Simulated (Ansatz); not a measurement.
# Y in Au(111), 2x2: scattering by a point defect

Wanted: the reflection from a plane of defects, Y in Au(111), 2x2, and the resistivity it implies.

Method: Ansatz plane-wave DFT, PBE, PAW files; ballistic transport by layer matching (Landauer), zero bias; PAW set soft_1, in Ansatz 0.2.0.

**1. Starting point**

The cell holds 44 atoms: 43 Au and 1 Y. Its edges and angles: a = 5.768 Å, b = 5.768 Å, c = 25.954 Å, α = 86.8°, β = 93.2°, γ = 120.0°. It derives from Au. Regions: lead, 24 atoms (24 Au); scattering region, 20 atoms (19 Au and 1 Y). The structure is stacked along c, and the current runs across the ab planes.

**2. Transmission at ideal sites**

The defect sits in one plane of the supercell, all atoms on ideal sites; the layers about the cell's end are the lead. The mesh across the current, 12×12, is finer than the density's, because channels open and close sharply across the zone. Energies from -0.1 to 0.1 eV in steps of 0.05 eV are too few for the program's thermal sum, so it prints no conductance; for a metal the transmission near the Fermi level serves, at a fraction of the cost.

input.yaml reads:

```yaml
crystal:
  lattice:
    - [5.7675164607, 0.0, 0.0]
    - [-2.8837582304, 4.9948157718, 0.0]
    - [-1.4418791152, 0.8324692953, 25.9003660885]
  atoms:
    - { symbol: Au, position: [0.0075757576, 0.9924242424, 0.0454545455] }
    - { symbol: Au, position: [0.0075757576, 0.4924242424, 0.0454545455] }
    - { symbol: Au, position: [0.5075757576, 0.9924242424, 0.0454545455] }
    - { symbol: Au, position: [0.5075757576, 0.4924242424, 0.0454545455] }
    - { symbol: Au, position: [0.1893939394, 0.3106060606, 0.1363636364] }
    - { symbol: Au, position: [0.1893939394, 0.8106060606, 0.1363636364] }
    - { symbol: Au, position: [0.6893939394, 0.3106060606, 0.1363636364] }
    - { symbol: Au, position: [0.6893939394, 0.8106060606, 0.1363636364] }
    - { symbol: Au, position: [0.3712121212, 0.1287878788, 0.2272727273] }
    - { symbol: Au, position: [0.3712121212, 0.6287878788, 0.2272727273] }
    - { symbol: Au, position: [0.8712121212, 0.1287878788, 0.2272727273] }
    - { symbol: Au, position: [0.8712121212, 0.6287878788, 0.2272727273] }
    - { symbol: Au, position: [0.053030303, 0.946969697, 0.3181818182] }
    - { symbol: Au, position: [0.053030303, 0.446969697, 0.3181818182] }
    - { symbol: Au, position: [0.553030303, 0.946969697, 0.3181818182] }
    - { symbol: Au, position: [0.553030303, 0.446969697, 0.3181818182] }
    - { symbol: Au, position: [0.2348484848, 0.2651515152, 0.4090909091] }
    - { symbol: Au, position: [0.2348484848, 0.7651515152, 0.4090909091] }
    - { symbol: Au, position: [0.7348484848, 0.2651515152, 0.4090909091] }
    - { symbol: Au, position: [0.7348484848, 0.7651515152, 0.4090909091] }
    - { symbol: "Y", position: [0.4166666667, 0.0833333333, 0.5] }
    - { symbol: Au, position: [0.4166666667, 0.5833333333, 0.5] }
    - { symbol: Au, position: [0.9166666667, 0.0833333333, 0.5] }
    - { symbol: Au, position: [0.9166666667, 0.5833333333, 0.5] }
    - { symbol: Au, position: [0.0984848485, 0.9015151515, 0.5909090909] }
    - { symbol: Au, position: [0.0984848485, 0.4015151515, 0.5909090909] }
    - { symbol: Au, position: [0.5984848485, 0.9015151515, 0.5909090909] }
    - { symbol: Au, position: [0.5984848485, 0.4015151515, 0.5909090909] }
    - { symbol: Au, position: [0.2803030303, 0.2196969697, 0.6818181818] }
    - { symbol: Au, position: [0.2803030303, 0.7196969697, 0.6818181818] }
    - { symbol: Au, position: [0.7803030303, 0.2196969697, 0.6818181818] }
    - { symbol: Au, position: [0.7803030303, 0.7196969697, 0.6818181818] }
    - { symbol: Au, position: [0.4621212121, 0.0378787879, 0.7727272727] }
    - { symbol: Au, position: [0.4621212121, 0.5378787879, 0.7727272727] }
    - { symbol: Au, position: [0.9621212121, 0.0378787879, 0.7727272727] }
    - { symbol: Au, position: [0.9621212121, 0.5378787879, 0.7727272727] }
    - { symbol: Au, position: [0.1439393939, 0.8560606061, 0.8636363636] }
    - { symbol: Au, position: [0.1439393939, 0.3560606061, 0.8636363636] }
    - { symbol: Au, position: [0.6439393939, 0.8560606061, 0.8636363636] }
    - { symbol: Au, position: [0.6439393939, 0.3560606061, 0.8636363636] }
    - { symbol: Au, position: [0.3257575758, 0.1742424242, 0.9545454545] }
    - { symbol: Au, position: [0.3257575758, 0.6742424242, 0.9545454545] }
    - { symbol: Au, position: [0.8257575758, 0.1742424242, 0.9545454545] }
    - { symbol: Au, position: [0.8257575758, 0.6742424242, 0.9545454545] }
kpoints:
  mp_grid: { grid: [5, 5, 1] }
hamiltonian:
  xc: pbe
  pseudopotentials: { kind: paw, azcp: { folder: soft_1 } }
scf:
  occupations: { method: fermi_dirac, width: 0.1 }
output:
  transmission: { leads: [[0, 4]], kmesh: [12, 12], e_range: [-0.1, 0.1], de: 0.05 }
  write_potential: true
  write_density: true
  volumetric_format: npy
  elf: true
```

Run with:

```console
ansatz run input.yaml --threads 4 --pin off --max-ram 15360MiB --backend cpu --events-out ev --progress --plain --runs-dir out
```

Numbers of over 12 decimals in the logs are rounded to 6 here.

The program printed:

```text
Engine: ansatz 0.2.0, aarch64-unknown-linux-gnu
Pseudopotentials: kind: paw
Pseudopotential: Au, paw, valence charge 19, recommended cutoff 420 eV (normal), soft_1/Au.paw.azcp
Pseudopotential: Y, paw, valence charge 11, recommended cutoff 420 eV (normal), soft_1/Y.paw.azcp
Functional definition: PBE
  parameter kappa = 0.804
  parameter beta = 0.066725
  exchange = pbe_x(kappa = kappa, mu = beta*pi^2/3)
  correlation = pbe_c(beta = beta)
Crystal: 44 atoms, lattice volume = 746.130 Å³
Basis set: ecut = 420 eV, 14649 PW (Γ)
Bands: 497, of which v1, the nominal top of the filled ones, is band 414 counted from 1 (413 counted from 0)
Symmetry: 4 space group operations
Space group: C2/m (ITA 12), of the structure as read, at distance tolerance 9.1e-5 Å
k-points: 9 of 25
Non-local potential: Au, projectors of the file, l = 0: 3, l = 1: 2, l = 2: 2, l = 3: 1
Non-local potential: Y, projectors of the file, l = 0: 3, l = 1: 2, l = 2: 2, l = 3: 1
PAW form: soft (Blöchl's): semilocal exchange-correlation on the pseudo side does not see the compensation charge
PAW one-centre angular grid: Au, 590 points (default); XC on 64 Gauss nodes
PAW one-centre angular grid: Y, 590 points (default); XC on 64 Gauss nodes
Initial density: superposition of atomic densities (chi_scale 0.1, normalization cell, long waves of neutral atoms (reshape's long-wave potential 3.70 eV rms, cloud 3.26 Å wide))
Initial wavefunctions: pseudopotential atomic-orbital guess
Functional: x = pbe(κ = 0.804, μ = 0.219515), c = pbe(β = 0.066725)
SCF iter   1: F=—  HF=-569382.320640 eV  |F-HF|=—  |Δ(HF+E_count)|=         —  Δρ=1.07e-1  dr2=5.92e2  ethr=3.10e-3  ⟨swp⟩=4.4  Hψ=13330  notcnv=0  defer=232
preconditioner: auto → Kerker (q_TF=auto, 2.776 Å⁻¹)  [metal: Δε(μ)=0.021 eV  Ē_g=10.030 eV  σ=0.100 eV  W_gap=0.05  n_scr=292 (ndim 8)  ℏωp=29.8 eV  f_vac=0.000  D(μ)=11.95/eV (n_scr^D=70)]
SCF iter   2: F=—  HF=-569359.490391 eV  |F-HF|=—  |Δ(HF+E_count)|=    2.28e1  Δρ=5.35e-2  dr2=1.75e2  ethr=3.10e-3  ⟨swp⟩=2.0  Hψ=7550  notcnv=0  defer=514
SCF iter   3: F=—  HF=-569351.432332 eV  |F-HF|=—  |Δ(HF+E_count)|=    8.06e0  Δρ=1.06e-2  dr2=4.60e0  ethr=3.10e-3  ⟨swp⟩=2.2  Hψ=7687  notcnv=0  defer=517
SCF iter   4: F=—  HF=-569351.218700 eV  |F-HF|=—  |Δ(HF+E_count)|=   2.14e-1  Δρ=4.22e-3  dr2=1.06e0  ethr=5.56e-4  ⟨swp⟩=2.1  Hψ=5553  notcnv=0  defer=512
SCF iter   5: F=—  HF=-569351.148520 eV  |F-HF|=—  |Δ(HF+E_count)|=   7.02e-2  Δρ=1.51e-3  dr2=1.36e-1  ethr=1.28e-4  ⟨swp⟩=2.0  Hψ=6305  notcnv=0  defer=512
SCF iter   6: F=—  HF=-569351.137078 eV  |F-HF|=—  |Δ(HF+E_count)|=   1.14e-2  Δρ=4.72e-4  dr2=8.53e-3  ethr=1.64e-5  ⟨swp⟩=2.0  Hψ=6145  notcnv=0  defer=512
SCF iter   7: F=—  HF=-569351.136399 eV  |F-HF|=—  |Δ(HF+E_count)|=   6.79e-4  Δρ=1.33e-4  dr2=3.43e-4  ethr=1.03e-6  ⟨swp⟩=2.0  Hψ=6146  notcnv=0  defer=512
SCF iter   8: F=—  HF=-569351.136493 eV  |F-HF|=—  |Δ(HF+E_count)|=   9.36e-5  Δρ=4.07e-5  dr2=6.19e-5  ethr=4.14e-8  ⟨swp⟩=2.2  Hψ=6174  notcnv=0  defer=512
SCF iter   9: F=—  HF=-569351.137366 eV  |F-HF|=—  |Δ(HF+E_count)|=   8.73e-4  Δρ=1.19e-5  dr2=8.39e-6  ethr=7.47e-9  ⟨swp⟩=1.9  Hψ=4572  notcnv=0  defer=516
SCF iter  10: F=—  HF=-569351.137366 eV  |F-HF|=—  |Δ(HF+E_count)|=   3.61e-7  Δρ=3.76e-6  dr2=1.20e-6  ethr=1.01e-9  ⟨swp⟩=2.0  Hψ=6119  notcnv=0  defer=516
SCF iter  11: F=—  HF=-569351.137365 eV  |F-HF|=—  |Δ(HF+E_count)|=   5.05e-8  Δρ=1.59e-6  dr2=1.40e-7  ethr=1.45e-10  ⟨swp⟩=1.7  Hψ=3973  notcnv=0  defer=516
SCF iter  12: F=-569351.137365 eV  HF=-569351.137365 eV  |F-HF|=1.63e-8  |Δ(HF+E_count)|=   5.94e-9  Δρ=5.43e-7  dr2=1.73e-8  ethr=1.21e-11  ⟨swp⟩=10.2  Hψ=18147  notcnv=0
SCF 1 converged in 12 iterations: F = -569351.137365 eV  dr2 = 1.73e-8
  greatest PAW one-centre occupation: 1.000 electrons in one spin orbital (limit 2), on the Au atom at site 42 (counted from 0), in its partial waves of l = 0
transmission: 167 of 1634 steps passed
transmission: 327 of 1634 steps passed
[...]
transmission: 1634 of 1634 steps passed
SCF converged after 12 iterations
Free energy (F): -569351.137365 eV
Harris-Foulkes:  -569351.137365 eV  (|F-HF|=1.63e-8)
Internal energy: -569350.615858 eV  (E = F + TS)
E sigma→0 (E₀):  -569350.876612 eV
Entropy (-TS):   -0.521508 eV (-11.852 meV/atom)
Fermi energy:    20.765408 eV
--- Per-component energies (eV) ---
  E_band       = -8875.868900
  E_kinetic    = 25201.968865
  E_local      = -74328.641709  (includes V_loc(G=0)·N_el)
  E_nonlocal   = 4236.004343
  E_hartree    = 32279.480329
  E_xc         = -9456.982675
  E_vxc        = -11477.097526  (∫ρ·V_xc dr)
  E_paw        = -421272.006400  (= ΣΔE_a)
  E_vpaw       = -17067.125169  (= ΣTr[D̂ρ^β])
  E_aug_tail   = 0.073359  (compensation charges beyond the density's cutoff)
  E_ewald      = -126010.511971
  E_smearing   = -0.521508  (= −TS)
  E_closure    = 0.000000  (closes the sum)
  Σ components = -569351.137365   (vs F -569351.137365, Δ=0.00e0)
--- Band table (eV; the first three rows and the last of 9) ---
  k-point 0: bands = [... 410 lower, 20.7677, 21.0742, 21.0925, 21.1829, 21.3881, 21.4776, 21.5256, 21.6180, ... 79 higher]
  k-point 1: bands = [... 410 lower, 20.4669, 20.5264, 20.6236, 20.6684, 20.7481, 20.8412, 20.8691, 20.9416, ... 79 higher]
  k-point 2: bands = [... 410 lower, 20.5153, 20.5216, 20.5969, 20.6431, 20.7708, 20.8347, 20.9935, 21.1622, ... 79 higher]
  k-point 8: bands = [... 410 lower, 20.5012, 20.5373, 20.5511, 20.5703, 20.7549, 20.7696, 20.9283, 20.9482, ... 79 higher]
--- Transmission ---
  basis      : 253 plane waves across, 38 finite elements along
  points     : 43, standing for a mesh of 12 x 12
  energies   : 5 from -0.100000 to 0.100000 eV about the Fermi level, 0.050000 eV apart; the leads are filled to 0.000000 eV, and channels, transmission and decay are at 0.000000 eV
  crystal 0  : Au4, at the sites [0, 4], period 2.3546 Å, over 23.55 Å; its Hamiltonian steps by up to 5.0 meV
    offset         : up to 0.0000 Å between an atom of the period and one for which it stands
    channels       : 3.187500e0 a spin
    conductance    : none, the energies end too early or step too widely for 300 K: set another output.transmission.e_range or a lower de, or, where they end at an eighth of basis.ecutwfc, a higher one
  junction   : crystal 0 to crystal 0, 0.70 to 24.24 Å
    transmission   : 2.191864e0 a spin
    conductance    : none, the energies end too early or step too widely for 300 K: set another output.transmission.e_range or a lower de, or, where they end at an eighth of basis.ecutwfc, a higher one
```

Elapsed: 8.8 min, on 4 threads of Arm Neoverse V1, shared host; peak memory 6.6 GiB.

This step gave:

```
free energy                                    : -569351.1374 eV
energy at zero smearing                        : -569350.8766 eV
Fermi energy                                   : 20.77 eV
cell area                                      : 28.81 Å²
transmission per spin nearest the Fermi level  : 2.192
open channels per spin nearest the Fermi level : 3.188
step of the lead's potential                   : 5 meV
```

Per spin. The transmission, zone mean by energy, zero at the Fermi level:

```
energy (eV)  transmission, zone mean
    -0.1000                     2.30
    -0.0500                     2.26
     0.0000                     2.19
     0.0500                     2.11
     0.1000                     2.03
```

Per spin. Table of open channels, zone mean, lead by energy, zero at the Fermi level:

```
energy (eV)  open channels, zone mean, lead
    -0.1000                            3.19
    -0.0500                            3.19
     0.0000                            3.19
     0.0500                            3.19
     0.1000                            3.15
```

Transmission over k1 and k2. At 0.0000 eV from the Fermi level.

Values, 12 rows by 12 columns:
```
1.71 2.49 1.88 2.28 2.28 1.88 2.49 1.71 2.18 2.16 2.16 2.18
2.21 1.88 2.61 2.18 2.40 2.18 2.61 1.88 2.21 2.17 2.15 2.16
2.20 2.28 2.18 2.77 2.44 2.44 2.78 2.18 2.28 2.20 2.17 2.16
2.21 2.28 2.40 2.44 2.69 1.80 2.70 2.44 2.40 2.28 2.21 2.18
1.71 1.88 2.18 2.44 1.80 1.77 1.77 1.80 2.44 2.18 1.88 1.71
2.44 2.49 2.61 2.78 2.70 1.77 0.14 1.77 2.70 2.78 2.61 2.49
1.71 1.71 1.88 2.18 2.44 1.80 1.77 1.77 1.80 2.44 2.18 1.88
2.21 2.18 2.21 2.28 2.40 2.44 2.70 1.80 2.69 2.44 2.40 2.28
2.20 2.16 2.17 2.20 2.28 2.18 2.78 2.44 2.44 2.77 2.18 2.28
2.21 2.16 2.15 2.17 2.21 1.88 2.61 2.18 2.40 2.18 2.61 1.88
1.71 2.18 2.16 2.16 2.18 1.71 2.49 1.88 2.28 2.28 1.88 2.49
2.44 1.71 2.21 2.20 2.21 1.71 2.44 1.71 2.21 2.20 2.21 1.71
```
Columns: k1 (b1) from -0.5 to 0.417; rows upwards: k2 (b2) from -0.5 to 0.417.

Open channels over k1 and k2. At 0.0000 eV from the Fermi level.

Ten even steps from '0' (3.00) to '9' (4.00):
```
090000900000
009000900000
000900900000
000090900000
000000000000
999990009999
000000000000
000000909000
000000900900
000000900090
000000900009
900000900000
```
Columns: k1 (b1) from -0.5 to 0.417; rows upwards: k2 (b2) from -0.5 to 0.417.

Electrostatic potential energy in the ca plane at fractional y = 0.083, with atoms of Y and Au within 0.2 Å of it. With pseudopotentials it is smooth inside the atoms' cores, unlike the true potential.

Ten even steps from '0' (-28 eV) to '9' (23 eV), each cell a mean:
```
99985213799989999999998300027999999999999961
99962001599999999999998300028999999999889984
99961001599999999999998521258998899987568998
99984114799877999988899866789987689974236999
99998668998434799866799988899975579974236999
89999999997323699866799887789987789986568996
89999889997435799887898742368998899999889972
99997445899778999999998400027999999999999961
99973002699999999999997200017999999999999972
99961001599999999999997300037999999998778986
99972002699988999988998632368988789985347999
99986446898656899877899877889976679973236999
99999889997323699865799988899976689975347998
89999999997323799876899876689988899998779984
99998768998656899988999620158999999999999961
```
Columns run along c (16.0 Å, from fractional 0.15 to 0.76 of the cell; values clipped at the 3rd and 97th percentile), rows up along a (5.8 Å). Atoms in or near the plane, at fractional coordinates: Y at (0.50, 0.42), Au at (0.50, 0.92).

ELF in the ca plane at fractional y = 0.083, with atoms of Y and Au within 0.2 Å of it. It is the smooth field of the valence electrons, not physical close to the nuclei.

Ten even steps from '0' (0.12) to '9' (0.82), each cell a mean:
```
10124554211111000011112468742111100000111135
11135775311110000001112468642111100001111124
11135775311111000011111355531111111013332112
11124554211232100122111233321123321124443111
11012332112444211233221111111223321124543111
11001111113454311233321001100223221123332113
11001111112443211122220268830122110011211124
11013443211222100111110799981011100000111135
11124665311111000011101995892011100000111124
11135775311110000011100799981011110012221113
11125665311121100112210378720122211123442111
11113443111343211123221001001233321124543111
11001111112454311233321111111223321124442111
11000111113454211223211233321112211012221124
11011232112333210111111355541111100001111135
```
Columns run along c (16.0 Å, from fractional 0.15 to 0.76 of the cell), rows up along a (5.8 Å). Atoms in or near the plane, at fractional coordinates: Y at (0.50, 0.42), Au at (0.50, 0.92).

Valence density in the ca plane at fractional y = 0.083, with atoms of Y and Au within 0.2 Å of it. It is the smooth field of the valence electrons, not physical close to the nuclei.

Ten steps, logarithmic in the rise over the least value, from '0' (0 e/Å³) to '9' (13 e/Å³), each cell a mean:
```
11135776421222100011113699973111100000111247
11147998521111000011113699973111110012221136
11147998521111100111112578752122221124543223
11136776312343211233211244421134432236764211
21113443113565321344321112111234432236764211
21001221124676422344321112211134421124543124
21001222113565311233211245531122210012221137
21124665312343100122111467652111100001111247
11136887421111000011112576752111100001111147
11147998521111000011112567652112210013432124
11147887421222100122211345421123321135654212
11124664212454311234321112111234432236764211
21012222113676422344321112111234432135653212
21001111124676421344311234431123321123432135
21012443213454211122212478752111110001111147
```
Columns run along c (16.0 Å, from fractional 0.15 to 0.76 of the cell), rows up along a (5.8 Å). Atoms in or near the plane, at fractional coordinates: Y at (0.50, 0.42), Au at (0.50, 0.92).

Over the solved energies the transmission per spin lies between 2.03 and 2.30, out of 3.18 channels of the lead on average (up to 3.19).

**3. Resistance at ideal sites**

This step: Ansatz plane-wave DFT, PBE, PAW files; ballistic transport by layer matching (Landauer), zero bias; area resistance of the defect plane and resistivity an atomic per cent; PAW set soft_1 (Ansatz 0.2.0).

This step gave:

```
area resistance                                                                                 : 0.5345 fΩ m²
T over the leads' mean channel count                                                            : 0.6857
resistivity per at.% scaled from this dense plane, with the factor 3/4 for isotropic scattering : 6.811 µΩ cm
```

Averaged over the energies near the Fermi level, 68.6 % of the channels pass, which makes 0.535 fΩ m².

By hand, with T and the leads' channels N averaged over the energies near the Fermi level: RA = A (h/2e²)(1/T − 1/N) = 28.81×10⁻²⁰ m² × 12 906 Ω × (1/2.186 − 1/3.188) = 0.535 fΩ m². Per atomic per cent: RA × A / V_atom × 0.01 × 3/4 = 6.81 µΩ cm, with the host's V_atom = 16.96 Å³.

[end of part 1 of 2]

[Logs are printed without paths, hosts, clocks, repeated set-up lines and the standing remarks that a program may print on its own settings, such as how far it seeks lower states.]

[Hosts, paths, dates, database ids (printed as entryN), source tags and the programs' standing remarks are cut or masked in the printed files.]
